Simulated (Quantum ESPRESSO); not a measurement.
The system is KI.

```
CELL_PARAMETERS angstrom
0.00000 3.53277 3.53277
3.53277 0.00000 3.53277
3.53277 3.53277 0.00000
ATOMIC_POSITIONS crystal
I 0.50000 0.50000 0.50000
K 0.00000 0.00000 0.00000
```

Base run:

```yaml
Program: Quantum ESPRESSO 7.5
Functional: vdW-DF3-opt2
Potentials_or_basis: PseudoDojo 0.4.1 SR PBE standard
Cutoff: 1007 eV
Density_cutoff: 4027 eV
k_mesh: 7 × 7 × 7
Occupations: fermi-dirac, width 0.05 eV
Spin: no spin polarisation
```

Its results: band gap on the k mesh 3.76 eV, direct; pressure -0.4 GPa.

Question: The run is repeated on the same cell with these changes: functional from vdW-DF3-opt2 to LDA; potentials or basis from PseudoDojo 0.4.1 SR PBE standard to PseudoDojo 0.4.1 SR LDA stringent; cutoff from 1007 eV to 1034 eV; density cutoff from 4027 eV to 4136 eV; valence electrons from 16 to 26. What comes out?

Answer: Band gap on the k mesh 3.60 eV, direct; pressure -1.3 GPa.

Caveats: spin-orbit coupling is left out, which moves the levels of the heavy elements; the potentials were made for another functional, which shifts forces and pressure (some runs).
